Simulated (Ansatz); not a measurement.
C, before and after

The guess for C was made by a generator: random cell by space group and Wyckoff sites (Im-3m, No. 229). Lengths were set from tabulated atomic sizes, so they are only a guess.

start.cif

```cif
data_structure
_symmetry_space_group_name_H-M 'Im-3m'
_symmetry_Int_Tables_number 229
_cell_length_a 3.3749
_cell_length_b 3.3749
_cell_length_c 3.3749
_cell_angle_alpha 90.000
_cell_angle_beta 90.000
_cell_angle_gamma 90.000
_cell_volume 38.44
loop_
_atom_site_label
_atom_site_type_symbol
_atom_site_symmetry_multiplicity
_atom_site_Wyckoff_symbol
_atom_site_fract_x
_atom_site_fract_y
_atom_site_fract_z
_atom_site_occupancy
C1 C 6 b 0.50000 0.00000 0.00000 1
```

Method: DFT PBE, scalar-relativistic, plane waves, PAW in Ansatz. Cutoff 420 eV, Gaussian smearing, Γ-centred meshes. Cell and atoms relax first on a coarse mesh and then on a finer one. In between, the cell is made exact in the group found at 0.06 Å. In metals the finer mesh still leaves noise of several meV/atom or more. The steps can't lower the symmetry of their start. No spin polarisation in the relaxation; trial moments died out in a coarse test.

end.cif

```cif
data_structure
_symmetry_space_group_name_H-M 'Im-3m'
_symmetry_Int_Tables_number 229
_cell_length_a 3.3223
_cell_length_b 3.3223
_cell_length_c 3.3223
_cell_angle_alpha 90.000
_cell_angle_beta 90.000
_cell_angle_gamma 90.000
_cell_volume 36.67
loop_
_atom_site_label
_atom_site_type_symbol
_atom_site_symmetry_multiplicity
_atom_site_Wyckoff_symbol
_atom_site_fract_x
_atom_site_fract_y
_atom_site_fract_z
_atom_site_occupancy
C1 C 6 b 0.50000 0.00000 0.00000 1
```

The symmetry stays Im-3m (No. 229). The volume per atom shrinks by 4.6 %, from 6.4 to 6.1 Å³. The shortest distance goes from 1.69 Å (C–C) to 1.66 Å (C–C).

For C, the volume per atom is 6.11 Å³, the density is 3.26 g/cm³ and the energy over the standard state is +3.23 eV/atom. The gap on the 20×20×20 mesh of the 3-atom cell is 0 eV (a metal).

Energies count from the standard state of C at the same level. So it is a metastable form at best.

The last run used Gaussian smearing of 0.10 eV. The reference form of C is held partly by dispersion forces, which this level lacks. Symmetry constrained the relaxation, so the result can be a saddle point. In all, the 3 runs took 31 s on 1 thread of Intel(R) Xeon(R) Processor @ 2.50GHz (Skylake/Cascade Lake) (shared host). Another cell of C relaxed alike, in P6/mmm, lies 3.23 eV/atom lower, so this cell isn't the stable form at this level.
